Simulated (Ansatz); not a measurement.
**Phases of TePb at 3.3 GPa**

Structure types of TePb are relaxed in primitive cells with their symmetry kept at 3.3 GPa, on PAW files; LAPW relaxes the small cells further and takes the PAW cell for the others (marked *). The enthalpy is E + pV at zero temperature, without zero-point motion. Only the types listed were tried, and differences under about 5 meV/atom are mesh noise. The real phase may be another.

All numbers are PBE results (scalar-relativistic) from Ansatz 0.2.0, with Fermi–Dirac smearing of 0.08 eV, no spin polarisation. Methods: LAPW: all electrons, basis error target 0.5 meV/atom; PAW: frozen-core files, cutoff 420 eV.

k meshes: rocksalt 11×11×11, CsCl 11×11×11, zincblende 11×11×11, wurtzite 9×9×5, NiAs 8×8×5.

Spin–orbit coupling is left out, which matters for the heavy atoms.

| start type | ends as | a, b, c (Å) | V (Å³/atom) | H − H(lowest), LAPW (meV/atom) |
| --- | --- | --- | --- | --- |
| rocksalt | rocksalt, Fm-3m | 6.413, 6.413, 6.413 | 32.97 | 0.0 |
| CsCl | CsCl, Pm-3m | 3.906, 3.906, 3.906 | 29.79 | 161.1 |
| zincblende | zincblende, F-43m | 7.078, 7.078, 7.078 | 44.33 | ? |
| wurtzite* | flat h-MgO, P6_3/mmc | 5.366, 5.366, 6.422 | 40.03 | ? |
| NiAs* | NiAs, P6_3/mmc | 4.419, 4.419, 7.882 | 33.32 | 44.6 |

Problem. What belongs in the row "wurtzite*", column "H − H(lowest), LAPW (meV/atom)"?

Solution. 248.5.

Problem. Give the missing entry: row "zincblende", column "H − H(lowest), LAPW (meV/atom)".

Solution. 446.2.

Problem. Split the lead of rocksalt over NiAs into energy and pV.

Solution. For NiAs less rocksalt: ΔE = +37.4 meV/atom, and p·ΔV = 3.3 GPa × +0.3504 Å³ × 6.242 meV/(GPa·Å³) = +7.2 meV/atom, together 44.6 meV/atom. rocksalt wins on both counts.
